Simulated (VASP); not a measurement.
# CdSe (F-43m) in VASP: settings compared

One crystal, CdSe, is run at these levels: PBE, LDA; tasks: single point.

All numbers are computed with VASP 6.6.1; they aren't measurements. Logs are shortened: lines on timing, memory, paths and dates and some standing lists are left out, and cuts for length are marked.

### Step 1. The crystal as given

Symmetry: F-43m, No. 216, cubic system. Conventional cell: a = 6.136 Å, b = 6.136 Å, c = 6.136 Å, α = 90.00°, β = 90.00°, γ = 90.00°. Cd (site symmetry -43m) has 4 Se at 2.66 Å as nearest neighbours. Around Se (site symmetry -43m) lie 4 Cd at 2.66 Å.

The cell was built by a generator and needn't be a form met in nature.

### Step 2. Single point, PBE

The input, INCAR:

```
SYSTEM = CdSe
PREC     = Accurate       ! precision mode
ENCUT    = 520            ! plane-wave cutoff, eV
EDIFF    = 1E-7           ! SCF threshold, eV
ISMEAR   = 0              ! smearing method
SIGMA    = 0.01           ! smearing width, eV
LREAL    = .FALSE.        ! projectors in reciprocal space
LASPH    = .TRUE.         ! aspherical terms in the spheres
NELM     = 100            ! most SCF steps
ALGO     = Normal         ! electronic algorithm
ISIF     = 2              ! what is computed and relaxed
LWAVE    = .FALSE.        ! write WAVECAR
LCHARG   = .TRUE.         ! write CHGCAR
GGA      = PE             ! functional
LELF     = .TRUE.         ! ELF
LVHAR    = .TRUE.       
NBANDS   = 16             ! bands
```

The input, KPOINTS:

```
Automatic mesh
0
G
  6 6 6
  0 0 0
```

The input, POSCAR:

```
CdSe
1.0
    0.0000000000      3.0677809647      3.0677809647
    3.0677809647      0.0000000000      3.0677809647
    3.0677809647      3.0677809647      0.0000000000
Cd Se
1 1
Direct
    0.0000000000      0.0000000000      0.0000000000
    0.2500000000      0.2500000000      0.2500000000
```

Potentials or basis: VASP PAW PBE potentials, release 64 (Cd, Se).

Launch:

```
> cat potpaw_PBE.64/Cd/POTCAR potpaw_PBE.64/Se/POTCAR > POTCAR
> mpirun -np 1 vasp_std > vasp.out
```

OUTCAR:

```text
SYSTEM = CdSe
   PREC = Accurate
   ENCUT = 520
   EDIFF = 1E-7
   ISMEAR = 0
   LREAL = .FALSE.
   LASPH = .TRUE.
   NELM = 100
   ISIF = 2
   GGA = PE

 ion  position               nearest neighbor table
   1  0.000  0.000  0.000-   2 2.66   2 2.66   2 2.66   2 2.66
   2  0.250  0.250  0.250-   1 2.66   1 2.66   1 2.66   1 2.66

  LATTYP: Found a face centered cubic cell.
 ALAT       =     6.1355619294

  Lattice vectors:

 A1 = (   0.0000000000,   3.0677809647,   3.0677809647)
 A2 = (   3.0677809647,   0.0000000000,   3.0677809647)
 A3 = (   3.0677809647,   3.0677809647,   0.0000000000)

Analysis of symmetry for initial positions (statically):
=====================================================================
 Subroutine PRICEL returns:
 Original cell was already a primitive cell.

 Routine SETGRP: Setting up the symmetry group for a
 face centered cubic supercell.

 Subroutine GETGRP returns: Found 24 space group operations
 (whereof 24 operations were pure point group operations)
 out of a pool of 48 trial point group operations.

The static configuration has the point symmetry T_d .

Analysis of symmetry for dynamics (positions and initial velocities):
=====================================================================
 Subroutine PRICEL returns:
 Original cell was already a primitive cell.

 Routine SETGRP: Setting up the symmetry group for a
 face centered cubic supercell.

 Subroutine GETGRP returns: Found 24 space group operations
 (whereof 24 operations were pure point group operations)
 out of a pool of 48 trial point group operations.

The dynamic configuration has the point symmetry T_d .

 Subroutine INISYM returns: Found 24 space group operations
 (whereof 24 operations are pure point group operations),
 and found     1 'primitive' translations

----------------------------------------------------------------------------------------

                                     Primitive cell

  volume of cell :      57.7435

  direct lattice vectors                    reciprocal lattice vectors
     0.000000000  3.067780965  3.067780965    -0.162984257  0.162984257  0.162984257
     3.067780965  0.000000000  3.067780965     0.162984257 -0.162984257  0.162984257
     3.067780965  3.067780965  0.000000000     0.162984257  0.162984257 -0.162984257

  length of vectors
     4.338497447  4.338497447  4.338497447     0.282297013  0.282297013  0.282297013

  position of ions in fractional coordinates (direct lattice)
     0.000000000  0.000000000  0.000000000
     0.250000000  0.250000000  0.250000000

  ion indices of the primitive-cell ions
   primitive index   ion index
                 1           1
                 2           2

----------------------------------------------------------------------------------------

 KPOINTS: Automatic mesh

Automatic generation of k-mesh.
 Grid dimensions read from file:
 generate k-points for:    6    6    6

 Generating k-lattice:

  Cartesian coordinates                     Fractional coordinates (reciprocal lattice)
    -0.027164043  0.027164043  0.027164043     0.166666667  0.000000000  0.000000000
     0.027164043 -0.027164043  0.027164043     0.000000000  0.166666667  0.000000000
     0.027164043  0.027164043 -0.027164043     0.000000000  0.000000000  0.166666667

  Length of vectors
     0.047049502  0.047049502  0.047049502

  Shift w.r.t. Gamma in fractional coordinates (k-lattice)
     0.000000000  0.000000000  0.000000000

 Subroutine IBZKPT returns following result:
 ===========================================

 Found     16 irreducible k-points:

 Following reciprocal coordinates:
            Coordinates               Weight
  0.000000  0.000000  0.000000      1.000000
  0.166667  0.000000  0.000000      8.000000
  0.333333  0.000000  0.000000      8.000000
  0.500000  0.000000  0.000000      4.000000
  0.166667  0.166667  0.000000      6.000000
  0.333333  0.166667  0.000000     24.000000
[... 8 lines left out ...]
 -0.333333  0.333333  0.166667     24.000000
 -0.333333  0.500000  0.166667     12.000000
   k-points           NKPTS =     16   k-points in BZ     NKDIM =     16   number of bands    NBANDS=     16
   number of dos      NEDOS =    301   number of ions     NIONS =      2
   total plane-waves  NPLWV =  32768
   dimension x,y,z NGX =    32 NGY =   32 NGZ =   32
   dimension x,y,z NGXF=    64 NGYF=   64 NGZF=   64
   ions per type =               1   1
   NGX,Y,Z   is equivalent  to a cutoff of  12.26, 12.26, 12.26 a.u.
   NGXF,Y,Z  is equivalent  to a cutoff of  24.52, 24.52, 24.52 a.u.
 SYSTEM =  CdSe
   PREC   = accura    normal or accurate (medium, high low for compatibility)
   ISTART =      0    job   : 0-new  1-cont  2-samecut
   ICHARG =      2    charge: 1-file 2-atom 10-const
   ISPIN  =      1    spin polarized calculation?
   LNONCOLLINEAR =      F non collinear calculations
   LSORBIT =      F    spin-orbit coupling
   LASPH  =      T    aspherical Exc in radial PAW
   ENCUT  =  520.0 eV  38.22 Ry    6.18 a.u.   8.07  8.07  8.07*2*pi/ulx,y,z
   NELM   =    100;   NELMIN=  2; NELMDL= -5     # of ELM steps
   EDIFF  = 0.1E-06   stopping-criterion for ELM
   LREAL  =      F    real-space projection
   EDIFFG = 0.1E-05   stopping-criterion for IOM
   NSW    =      0    number of steps for IOM
   IBRION =     -1    ionic relax: 0-MD 1-quasi-New 2-CG
   NFREE  =      0    steps in history (QN), initial steepest desc. (CG)
   ISIF   =      2    stress and relaxation
   ISYM   =      2    0-nonsym 1-usesym 2-fastsym
   POTIM  = 0.5000    time-step for ionic-motion
   TEBEG  =    0.0;   TEEND  =   0.0 temperature during run
   PSTRESS=    0.0 pullay stress
   NELECT =      18.0000    total number of electrons
   NUPDOWN=      -1.0000    fix difference up-down
   EMIN   =  10.00;   EMAX   =-10.00  energy-range for DOS
   EFERMI =   0.00;   METHOD = LEGACY
   ISMEAR =     0;   SIGMA  =   0.01  broadening in eV -4-tet -1-fermi 0-gaus
   EFERMI_NEDOS =   21; number of points for ismear=-14 and -15
   IALGO  =     38    algorithm
   IMIX   =      4    mixing-type and parameters
     AMIX     =   0.40;   BMIX     =  1.00
     AMIX_MAG =   1.60;   BMIX_MAG =  1.00
  volume/ion in A,a.u.               =      28.87       194.84
  Fermi-wavevector in a.u.,A,eV,Ry     =   1.110021  2.097636 16.764382  1.232147
  Thomas-Fermi vector in A             =   2.246568
   LORBIT       =      0    0 simple, 1 ext, 2 COOP (PROOUT), +10 PAW based schemes
   GGA     = PE    functional components
   LHFCALC =     F    Hartree Fock is set to
   AEXX    =    0.0000 exact exchange contribution
   IVDW    =     0    specifies the selected vdW correction
   LEPSILON=     F    determine dielectric tensor
   LRPA    =     F    only Hartree local field effects (RPA)
 non-spin polarized calculation
 Gauss-broadening in eV      SIGMA  =   0.01
  energy-cutoff  :      520.00
  volume of cell :       57.74
 maximum number of plane-waves:      1588
   NGX = 17   NGY = 17   NGZ = 17

 number of electron      18.0000008 magnetization

 Free energy of the ion-electron system (eV)
  ---------------------------------------------------
  ext. energy  EPLUGINS =         0.00000000
  ---------------------------------------------------
  free energy    TOTEN  =        -5.48510172 eV

  energy without entropy =       -5.48510172  energy(sigma->0) =       -5.48510172

 E-fermi :   0.7919     XC(G=0):  -8.7655

 val. band max:        0.7410135737   @ k =   0.0000   0.0000   0.0000
 cond. band min:       1.2940520438   @ k =   0.0000   0.0000   0.0000
 fundamental gap:      0.5530384701
 Fermi energy:         0.7919000158

 k-point     1 :       0.0000    0.0000    0.0000
  band No.  band energies     occupation
      1     -11.7084      2.00000
      2      -7.1121      2.00000
      3      -7.1121      2.00000
      4      -7.1121      2.00000
      5      -6.7654      2.00000
      6      -6.7654      2.00000
[... 8 lines left out ...]
     15      11.7789      0.00000
     16      11.7789      0.00000

 k-point     2 :       0.1667    0.0000    0.0000
  band No.  band energies     occupation
      1     -11.6220      2.00000
      2      -7.0853      2.00000
      3      -7.0853      2.00000
      4      -7.0269      2.00000
      5      -6.7661      2.00000
      6      -6.7661      2.00000
[... 8 lines left out ...]
     15      10.8360      0.00000
     16      11.2033      0.00000

 k-point     3 :       0.3333    0.0000    0.0000
  band No.  band energies     occupation
      1     -11.4468      2.00000
      2      -7.0407      2.00000
      3      -7.0407      2.00000
      4      -6.7561      2.00000
      5      -6.7561      2.00000
      6      -6.7433      2.00000
[... 8 lines left out ...]
     15      11.2514      0.00000
     16      11.2514      0.00000

 k-point     4 :       0.5000    0.0000    0.0000
  band No.  band energies     occupation
      1     -11.3584      2.00000
      2      -7.0246      2.00000
      3      -7.0246      2.00000
      4      -6.7435      2.00000
      5      -6.7435      2.00000
      6      -6.4894      2.00000
[... 8 lines left out ...]
     15      12.7989      0.00000
     16      12.7989      0.00000

 k-point     5 :       0.1667    0.1667    0.0000
  band No.  band energies     occupation
      1     -11.5935      2.00000
      2      -7.0576      2.00000
      3      -7.0576      2.00000
      4      -7.0377      2.00000
      5      -6.7809      2.00000
      6      -6.7519      2.00000
[... 8 lines left out ...]
     15      12.0159      0.00000
     16      12.3297      0.00000

 k-point     6 :       0.3333    0.1667    0.0000
  band No.  band energies     occupation
      1     -11.4484      2.00000
      2      -7.0258      2.00000
      3      -7.0055      2.00000
      4      -6.8662      2.00000
      5      -6.7400      2.00000
      6      -6.7392      2.00000
[... 8 lines left out ...]
     15      12.1787      0.00000
     16      12.4976      0.00000
[... 115 lines left out ...]
 k-point    13 :       0.5000    0.5000    0.0000
  band No.  band energies     occupation
      1     -11.2481      2.00000
      2      -6.9300      2.00000
      3      -6.8701      2.00000
      4      -6.8701      2.00000
      5      -6.7111      2.00000
      6      -6.4278      2.00000
[... 8 lines left out ...]
     15      13.0979      0.00000
     16      14.0128      0.00000

 k-point    14 :       0.5000    0.3333    0.1667
  band No.  band energies     occupation
      1     -11.3335      2.00000
      2      -6.9761      2.00000
      3      -6.9679      2.00000
      4      -6.8265      2.00000
      5      -6.7407      2.00000
      6      -6.5379      2.00000
[... 8 lines left out ...]
     15      12.7661      0.00000
     16      13.7182      0.00000

 k-point    15 :      -0.3333    0.3333    0.1667
  band No.  band energies     occupation
      1     -11.2765      2.00000
      2      -6.9693      2.00000
      3      -6.9439      2.00000
      4      -6.7941      2.00000
      5      -6.7547      2.00000
      6      -6.3643      2.00000
[... 8 lines left out ...]
     15      12.5520      0.00000
     16      13.6364      0.00000

 k-point    16 :      -0.3333    0.5000    0.1667
  band No.  band energies     occupation
      1     -11.2487      2.00000
      2      -6.9362      2.00000
      3      -6.9204      2.00000
      4      -6.8232      2.00000
      5      -6.7394      2.00000
      6      -6.3404      2.00000
[... 8 lines left out ...]
     15      13.4761      0.00000
     16      13.5869      0.00000

------------------------ aborting loop because EDIFF is reached ----------------------------------------

  FORCE on cell =-STRESS in cart. coord.  units (eV):
  Direction    XX          YY          ZZ          XY          YZ          ZX
  --------------------------------------------------------------------------------------
  -------------------------------------------------------------------------------------
  Total        0.6137219      0.6137219      0.6137219     -0.0000000     -0.0000000      0.0000000
  in kB       17.0286085     17.0286085     17.0286085     -0.0000000     -0.0000000      0.0000000
  external PRESSURE =      17.0286085 kB  Pullay stress =       0.0000000 kB

 VOLUME and BASIS-vectors are now :
 -----------------------------------------------------------------------------
  energy-cutoff  :      520.00
  volume of cell :       57.74
      direct lattice vectors                 reciprocal lattice vectors
     0.000000000  3.067780965  3.067780965    -0.162984257  0.162984257  0.162984257
     3.067780965  0.000000000  3.067780965     0.162984257 -0.162984257  0.162984257
     3.067780965  3.067780965  0.000000000     0.162984257  0.162984257 -0.162984257

 POSITION                                       TOTAL-FORCE (eV/Angst)
 -----------------------------------------------------------------------------------
      0.00000      0.00000      0.00000         0.000000      0.000000      0.000000
      1.53389      1.53389      1.53389        -0.000000     -0.000000     -0.000000
 -----------------------------------------------------------------------------------
    total drift:                               -0.000000     -0.000000     -0.000000

  FREE ENERGIE OF THE ION-ELECTRON SYSTEM (eV)
  ---------------------------------------------------
  free  energy   TOTEN  =        -5.4851017239 eV

  energy  without entropy=       -5.4851017239  energy(sigma->0) =       -5.48510172
```

Run time: 9.4 s. Hardware: 1 thread of Intel Xeon 6975P-C (Granite Rapids), shared host; peak memory 0.18 GiB.

What came out:

```yaml
Free_energy: -5.4851 eV
Pressure: 1.7 GPa
Band_gap_on_the_k_mesh: 0.55 eV, direct
```

PBE gaps usually lie below the measured ones, often by a third to a half.

### Step 3. Single point, LDA

The input, INCAR:

```
ALGO = Normal ; EDIFF = 1E-7
ENCUT = 520 ; ISIF = 2
ISMEAR = 0 ; LASPH = T
LCHARG = F ; LREAL = F
LWAVE = F ; NBANDS = 16
NELM = 80 ; PREC = Accurate
SIGMA = 0.01
```

The input, KPOINTS:

```
k-points
0
Gamma
  6 6 6
```

POSCAR is that of step 2.

Potentials or basis: VASP PAW LDA potentials, release 64 (Cd, Se).

Launch:

```
> cat potpaw_LDA.64/Cd/POTCAR potpaw_LDA.64/Se/POTCAR > POTCAR
> mpirun -np 1 vasp_std > vasp.out
```

OUTCAR:

```text
EDIFF = 1E-7
   ENCUT = 520
   ISIF = 2
   ISMEAR = 0
   LASPH = T
   LREAL = F
   NELM = 80
   PREC = Accurate

 ion  position               nearest neighbor table
   1  0.000  0.000  0.000-   2 2.66   2 2.66   2 2.66   2 2.66
   2  0.250  0.250  0.250-   1 2.66   1 2.66   1 2.66   1 2.66

  LATTYP: Found a face centered cubic cell.
 ALAT       =     6.1355619294

  Lattice vectors:

 A1 = (   0.0000000000,   3.0677809647,   3.0677809647)
 A2 = (   3.0677809647,   0.0000000000,   3.0677809647)
 A3 = (   3.0677809647,   3.0677809647,   0.0000000000)

Analysis of symmetry for initial positions (statically):
=====================================================================
 Subroutine PRICEL returns:
 Original cell was already a primitive cell.

 Routine SETGRP: Setting up the symmetry group for a
 face centered cubic supercell.

 Subroutine GETGRP returns: Found 24 space group operations
 (whereof 24 operations were pure point group operations)
 out of a pool of 48 trial point group operations.
[... 151 lines left out ...]
  free energy    TOTEN  =        -6.72919616 eV

  energy without entropy =       -6.72919616  energy(sigma->0) =       -6.72919616

 E-fermi :   0.6873     XC(G=0):  -9.1747

 val. band max:        0.6055166164   @ k =   0.0000   0.0000   0.0000
 cond. band min:       0.9121332367   @ k =   0.0000   0.0000   0.0000
 fundamental gap:      0.3066166203
 Fermi energy:         0.6872558104

 k-point     1 :       0.0000    0.0000    0.0000
  band No.  band energies     occupation
      1     -11.8965      2.00000
      2      -7.2624      2.00000
      3      -7.2624      2.00000
      4      -7.2624      2.00000
      5      -6.9110      2.00000
      6      -6.9110      2.00000
[... 281 lines left out ...]
      3      -7.0697      2.00000
      4      -6.9712      2.00000
      5      -6.8850      2.00000
      6      -6.4880      2.00000
[... 8 lines left out ...]
     15      13.1667      0.00000
     16      13.4090      0.00000

------------------------ aborting loop because EDIFF is reached ----------------------------------------

  FORCE on cell =-STRESS in cart. coord.  units (eV):
  Direction    XX          YY          ZZ          XY          YZ          ZX
  --------------------------------------------------------------------------------------
  -------------------------------------------------------------------------------------
  Total       -1.0002888     -1.0002888     -1.0002888     -0.0000000      0.0000000      0.0000000
  in kB      -27.7544709    -27.7544709    -27.7544709     -0.0000000      0.0000000      0.0000000
  external PRESSURE =     -27.7544709 kB  Pullay stress =       0.0000000 kB

 VOLUME and BASIS-vectors are now :
 -----------------------------------------------------------------------------
  energy-cutoff  :      520.00
  volume of cell :       57.74
      direct lattice vectors                 reciprocal lattice vectors
     0.000000000  3.067780965  3.067780965    -0.162984257  0.162984257  0.162984257
     3.067780965  0.000000000  3.067780965     0.162984257 -0.162984257  0.162984257
     3.067780965  3.067780965  0.000000000     0.162984257  0.162984257 -0.162984257

 POSITION                                       TOTAL-FORCE (eV/Angst)
 -----------------------------------------------------------------------------------
      0.00000      0.00000      0.00000         0.000000      0.000000      0.000000
      1.53389      1.53389      1.53389        -0.000000     -0.000000     -0.000000
 -----------------------------------------------------------------------------------
    total drift:                               -0.000000     -0.000000      0.000000

  FREE ENERGIE OF THE ION-ELECTRON SYSTEM (eV)
  ---------------------------------------------------
  free  energy   TOTEN  =        -6.7291961609 eV

  energy  without entropy=       -6.7291961609  energy(sigma->0) =       -6.72919616
```

Run time: 7.7 s. Hardware: 1 thread of Intel Xeon 6975P-C (Granite Rapids), shared host; peak memory 0.15 GiB.

Results:

| Property | Result |
| --- | --- |
| Free energy | -6.7292 eV |
| Pressure | -2.8 GPa |
| Band gap on the k mesh | 0.31 eV, direct |
